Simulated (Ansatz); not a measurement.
ZrC in Ansatz: the effect of functional

Crystal: ZrC.

```
Zr C
1.0
     0.00000    2.34913    2.34913
     2.34913    0.00000    2.34913
     2.34913    2.34913    0.00000
Zr C
1 1
Direct
  0.50000 0.50000 0.50000
  0.00000 0.00000 0.00000
```

The cell isn't the ideal one: volume scaled by 0.98.

Alike in all runs:

| Property | Result |
| --- | --- |
| Program | Ansatz 0.2.0 |
| Task | single point |
| Potentials or basis | Ansatz PAW |
| k mesh | 10 × 10 × 10 |
| Occupations | fermi-dirac, width 0.05 eV |
| Spin | no spin polarisation |

```tsv
functional	cutoff	pressure (GPa)
LDA	420 eV (not typed: the program's choice for these potentials)	?
r2SCAN	500 eV (not typed: the program's choice for these potentials)	2.0
PBE	420 eV (not typed: the program's choice for these potentials)	1.5
```

What does the run with functional LDA give?

Pressure -8.4 GPa.

Caveats: the PAW data sets come from PBE, with cores solved anew for the run's functional, which leaves a small shift of forces and pressure (some runs).
